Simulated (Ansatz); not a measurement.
A run of Ansatz 0.2.0 is set up as follows.

input.yaml

```yaml
crystal:
  lattice:
    - [0.0, 2.2239077028, 2.2239077028]
    - [2.2239077028, 0.0, 2.2239077028]
    - [2.2239077028, 2.2239077028, 0.0]
  atoms:
    - { symbol: Mn, position: [-0.012651, -0.007521, 0.017137], spin: 4.0 }
    - { symbol: O, position: [0.504965, 0.511952, 0.49104] }
hamiltonian:
  xc: pbesol
  pseudopotentials: { kind: paw }
magnetization:
  spin_polarized: true
kpoints:
  mp_grid: { grid: [10, 10, 10] }
scf:
  occupations: { method: fermi_dirac, width: 0.05 }
output:
  forces: true
  stress: true
  eigenvalues: true
```

Potentials or basis: Ansatz PAW.

Launch:

```sh
$ ansatz run input.yaml --threads 2 --pin off --max-ram 5632MiB --backend cpu --events-out ev --progress --plain --runs-dir out
```

Problem. Estimate the absolute moment.

Solution. 4.78 μB per cell.

Problem. Estimate the pressure.

Solution. -6.5 GPa.

Stress tensor (GPa, compression positive):
```
-6.84 -0.01  0.05
-0.01 -6.81  0.06
 0.05  0.06 -5.74
```

Caveat: the pressure holds a Pulay correction of +0.6 GPa for the finite cutoff; a cell with one magnetic atom can't hold antiferromagnetic order, which such compounds often take; semilocal functionals often make such compounds metallic where correlation or magnetic order opens a gap, which also shifts bond lengths; the PAW data sets come from PBE, with cores solved anew for the run's functional, which leaves a small shift of forces and pressure.
